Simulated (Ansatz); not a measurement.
Consider the substitution at a C–C bond: methyl methacrylate + CH₃OH → `C=C(C)OC` + `COC=O`.

Program: Ansatz. Geometries: PBE0-D4/def2-TZVP. ΔE: electronic, gas phase. CCSD(T)/CBS adds triple-zeta CCSD(T) − MP2 to the extrapolated MP2 energy (def2 sets, frozen cores). This one scheme is used for every species. DFT in def2-TZVPP. B3LYP here is the variant with VWN-RPA as its local correlation; programs differ in this. Each species was taken in one conformer, which may not be the lowest.

| level | ΔE (eV) |
| --- | --- |
| PBE0-D4 | 0.25 |
| B3LYP-D4 | 0.23 |
| ωB97M-V | 0.25 |
| r2SCAN | 0.22 |
| HF/def2-TZVPP | 0.24 |
| SCS-MP2/def2-QZVPP | 0.30 |
| HF/CBS(def2) | 0.24 |
| CCSD/CBS(def2) | 0.31 |

**Question.** What does CCSD(T)/CBS give? (An estimate is asked.)

**Answer.** Computed: +0.31 eV. The listed levels differ from it by -0.06, -0.08, -0.06, -0.09, -0.07, -0.01, -0.07, 0.00 eV.

Largest T1 diagnostic among the species: 0.015.

In def2-TZVPP, CCSD(T) changes the Hartree–Fock value by +0.04 eV (the triples alone add +0.00 eV) and MP2 by +0.06 eV. From PBE to PBE0 (25 % exact exchange), in def2-TZVPP and without D4, ΔE moves by +0.04 eV.

CCSD(T)/CBS has its own doubt, a few kJ/mol and more with outer-core shells, so smaller differences from it don't rank the levels.
